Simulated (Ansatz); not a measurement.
System: SnO2 (2H monolayer).

The cell holds 3 atoms: 1 Sn and 2 O. Cell: a = 3.063 Å, b = 3.063 Å, c = 28.100 Å, α = 90.0°, β = 90.0°, γ = 120.0°. Vacuum lies along c.

```xyz
3
Lattice="3.0634 0.0000 0.0000 -1.5317 2.6530 0.0000 0.0000 0.0000 28.1000" Properties=species:S:1:pos:R:3
Sn    0.0000    1.7686   14.0500
O     1.5317    0.8843   15.2710
O     1.5317    0.8843   12.8290
```

The structure was relaxed with PBEsol. The runs that relaxed it are not among those shown.

Gaps computed with Ansatz 0.2.0 without a self-energy: PBEsol 0.69 eV, PBEsol+SOC 0.69 eV and r2SCAN 1.11 eV.

What gap should G0W0 on PBEsol give (6×6×1 mesh, 442 empty bands, screening to 90 eV, PAW set soft_1 files)?

About 2.50 eV: on its mesh the run moves the gap from 0.69 eV by +1.80 eV. Among the scalar-relativistic levels given, r2SCAN is nearest (−1.39 eV). Bands and cutoff are finite, so the gap is not at the basis limit. The miss can reach some tenths of an eV and take either sign; the mesh is an error of its own. The mesh in the plane is coarse for a sheet; gap and any exciton binding can still move on denser ones. The many-body steps are scalar-relativistic: spin-orbit coupling is not in them.

[Paths, hosts, dates, memory and timing lines, banners, echoed tables and standing remarks are left out of the program output.]

[Logs are printed without paths, hosts, clocks, repeated set-up lines and the standing remarks that a program may print on its own settings, such as how far it seeks lower states.]

[Runs of the session that timed out or met a known fault of the program may be left out.]

[Cells called generated may have been cut or substituted from an entry of the Crystallography Open Database or the Materials Project.]

[Hosts, paths, dates, database ids (printed as entryN), source tags and the programs' standing remarks are cut or masked in the printed files.]
